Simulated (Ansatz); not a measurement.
# Stack of 2H-MoOSe under Ti2CF2 MXene , upper layer turned by 180° in a perpendicular field, part 2 of 2

Wanted: the out-of-plane response of the stack of 2H-MoOSe under Ti2CF2 MXene , upper layer turned by 180°. A positive field points along +c.

Ansatz 0.2.0; plane-wave DFT, PBE-D3(BJ), Ansatz PAW.

So far. Step 7 (Atoms held, field -0.2 V/Å): The dipole is -0.168 e·Å, -0.0992 e·Å from its value without field. Step 8 (Single point, field 0.35 V/Å): The dipole is 0.106 e·Å, 0.175 e·Å from its value without field.

## 9. Response, atoms held (continued)

Electrons, planar mean, per unit field. Table of induced electron density by z:

z (Å), induced electron density (e/Å³ per V/Å) and a bar from the least value:
```
      4.5    0.00001 ##############
      5.0    0.00002 ##############
      5.5    0.00007 ##############
      6.0    0.00019 ###############
      6.5    0.00053 ################
      7.0    0.00133 ####################
      7.5    0.00281 ##########################
      8.0    0.00359 ##############################
      8.5    0.00147 ####################
      9.0    0.00084 ##################
      9.5    0.00037 ###############
     10.0   -0.00063 ###########
     10.5   -0.00006 ##############
     11.0    0.00026 ###############
     11.5    0.00004 ##############
     12.0    0.00006 ##############
     12.5   -0.00026 #############
     13.0   -0.00009 #############
     13.5    0.00010 ##############
     14.0    0.00012 ##############
     14.5    0.00010 ##############
     15.0    0.00004 ##############
     15.5   -0.00002 ##############
     16.0    0.00016 ###############
     16.5    0.00001 ##############
     17.0   -0.00028 #############
     17.5   -0.00097 #########
     18.0   -0.00168 ######
     18.5   -0.00014 #############
     19.0   -0.00174 ######
     19.5   -0.00305 
     20.0   -0.00229 ###
     20.5   -0.00079 ##########
     21.0   -0.00023 #############
     21.5   -0.00006 ##############
     22.0   -0.00001 ##############
     22.5    0.00000 ##############
     23.0    0.00000 ##############
     23.5    0.00000 ##############
```

By hand: between -0.1 and 0.1 V/Å the dipole changes by 0.09947 e·Å, a slope of 0.4974 e·Å²/V. A perfect conductor of thickness t has p = ε₀AEt, so t = 180.95 × 0.4974 / 7.995 = 11.26 Å (e/ε₀ = 180.95 V·Å, A in Å²).

The induced dipole is that of a conductor 11.26 Å thick.

## 10. A changed input

This step: plane-wave DFT, PBE-D3(BJ), Ansatz PAW (Ansatz 0.2.0).

An input spoilt on purpose, to show how the run answers: it repeats the earlier run at 0.1 V/Å with basis.ENCUT to 60, and scf.max_iter set to 50; its output block differs too.

File input.yaml:

```yaml
crystal:
  lattice:
    - [3.0383875442, 0.0, 0.0]
    - [-1.5191937721, 2.6313207998, 0.0]
    - [0.0, 0.0, 28.0490658355]
  atoms:
    - { symbol: Se, position: [0.3333333333, 0.6666666667, 0.320866301] }
    - { symbol: Mo, position: [0.0, 0.0, 0.3841182185] }
    - { symbol: O, position: [0.3333333333, 0.6666666667, 0.4239942105] }
    - { symbol: F, position: [0.0, 0.0, 0.5095911606] }
    - { symbol: Ti, position: [0.6666666667, 0.3333333333, 0.5533060757] }
    - { symbol: C, position: [0.3333333333, 0.6666666667, 0.5939592463] }
    - { symbol: Ti, position: [0.0, 0.0, 0.6344579969] }
    - { symbol: F, position: [0.6666666667, 0.3333333333, 0.679133699] }
kpoints:
  mp_grid: { grid: [18, 18, 1] }
  band_path:
    path: [[0, 0, 0], [0.5, 0, 0], [0.33333333, 0.33333333, 0], [0, 0, 0]]
    npoints: 16
hamiltonian:
  xc: pbe
  dispersion: d3bj
scf:
  occupations: { method: fermi_dirac, width: 0.05 }
  convergence: { dr2_threshold: 1.0e-10 }
  max_iter: 50
efield:
  axis: 3
  dipole_correction: true
  ramp_position: 0.97
  ramp_width: 0.06
  amplitude: 0.1
output:
  write_potential: true
  write_density: true
  volumetric_format: npy
basis:
  ENCUT: 60
```

Started as:

```console
ansatz run input.yaml --threads 4 --pin off --max-ram 6144MiB --backend cpu --events-out ev --progress --plain --runs-dir out
```

It took 0.01 s on 4 threads of Arm Neoverse V2, shared host; peak memory 0.06 GiB.

The input was rejected at the start.

The program's message: “Error: YAML parse error: error: line 38 column 3: unknown field `ENCUT`, expected one of ecutwfc, ecutrho_ratio, smooth_cutoff_half_width, xc_grid, low_memory, fft_grid_basis, precision, gaussian, spl …”

The fault put into the input: a keyword of another program.

## 11. A changed input: efield.ramp_width = 0.15

Another changed input: it repeats the earlier run at 0.1 V/Å with efield.ramp_width from 0.06 to 0.15.

input.yaml, as its differences from that of step 10:

```diff
@@ -25,3 +25,2 @@
   convergence: { dr2_threshold: 1.0e-10 }
-  max_iter: 50
 efield:
@@ -30,3 +29,3 @@
   ramp_position: 0.97
-  ramp_width: 0.06
+  ramp_width: 0.15
   amplitude: 0.1
@@ -36,3 +35 @@
   volumetric_format: npy
-basis:
-  ENCUT: 60
```

The job ended after 26 s (4 threads; peak memory 0.84 GiB; 1.7 min of CPU time).

This step gave:

```
energy at zero smearing : -17867.9608 eV
dipole along the normal : -0.01923 e·Å
```

The electronic bands at the labelled points (eV, zero at the Fermi level):

```
  point  band 36  band 37  band 38  band 39  band 40  band 41  band 42  band 43
      Γ    -2.55    -2.55    -0.94    -0.04    -0.04     0.24     1.16     1.16
halfway    -2.90    -2.88    -1.98    -0.98     0.32     0.88     0.95     1.03
      M    -2.96    -2.64    -2.05    -1.75     0.53     1.07     1.59     1.93
halfway    -3.76    -3.46    -1.88    -0.72     0.28     1.28     1.35     1.58
      K    -4.00    -3.47    -2.04     0.01     0.44     1.01     1.04     1.37
halfway    -3.45    -3.34    -1.96    -0.25    -0.09     0.21     1.02     1.50
      Γ    -2.55    -2.55    -0.94    -0.04    -0.04     0.24     1.16     1.16
```

```
                     quantity  this run  earlier run  difference
dipole along the normal (e·Å)  -0.01923     -0.01921     -2.1e-5
```

The dipole moves by under 0.5 % or 5e-5 e·Å. The run took 25 SCF cycles against 26.

## 12. What came out

| Item | Value |
| --- | --- |
| gap without field | none |
| work function, upper face | 4.79 eV |
| step between the vacuum levels | 1.56 eV |
| equivalent conductor thickness, atoms held | 11.3 Å |

The induced dipole equals that of a perfect conductor 11.26 Å thick, while the outer atoms lie 10.05 Å apart. The two faces differ: the vacuum level above lies 1.56 eV higher than the one below. There is no gap over 0.03 eV, with or without the field. The main runs have no spin polarisation; a magnetic state could lie lower and would change these results. Spin-orbit coupling is left out, which matters for the bands of elements this heavy. The MXene's terminations sit over the metal atoms of its far layer; the site over carbon or nitrogen, which some compounds prefer, was not run.

[Long decimals in the printed logs are rounded to 6 places.]

[Logs are printed without paths, hosts, clocks, repeated set-up lines and the standing remarks that a program may print on its own settings, such as how far it seeks lower states.]

[Hosts, paths, dates, database ids (printed as entryN), source tags and the programs' standing remarks are cut or masked in the printed files.]

[Maps of the electrostatic potential energy from Ansatz leave out the sawtooth potential of an applied field or a dipole correction, so their vacuum need not be flat; planar profiles and work functions include it.]
